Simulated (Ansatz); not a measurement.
## Pressure series in AlSb

The parent structure is AlSb in the zinc blende structure (space group F-43m, No. 216; a = 6.226 Å).

Cell and atoms are relaxed at each pressure.

Level of theory: Ansatz (a quantum-chemistry and plane-wave program) PBE, no spin-orbit coupling, earlier PAW set.

```csv
P (GPa),V (Å³/atom)
-2.01,31.551
-1.01,30.814
0.88,29.642
2.10,29.003
4.49,27.926
8.98,26.342
15.00,24.752
22.50,23.261
29.99,22.100
```

A third-order Birch–Murnaghan fit to these points gives V₀ = 30.16 Å³/atom, B₀ = 50 GPa and B₀′ = 4.2. At pressure 30 GPa the volume is 73.3 % of V₀.

Measured bulk modulus of AlSb: 58.2 GPa (temperature not stated; as listed in Cormac Toher et al., Physical Review Materials (2017)); the computed value is for a static lattice, so the two differ by thermal effects too.

Load acts through the strain it causes; cell and atoms are relaxed under it. Whether these cells are dynamically stable was not tested. Measured, AlSb leaves this structure (for a Cmcm phase) near 8.1 GPa (temperature not stated; as listed in Datta, Sujoy, Jana, Debnarayan, arXiv (2020)), on rising pressure, with hysteresis.
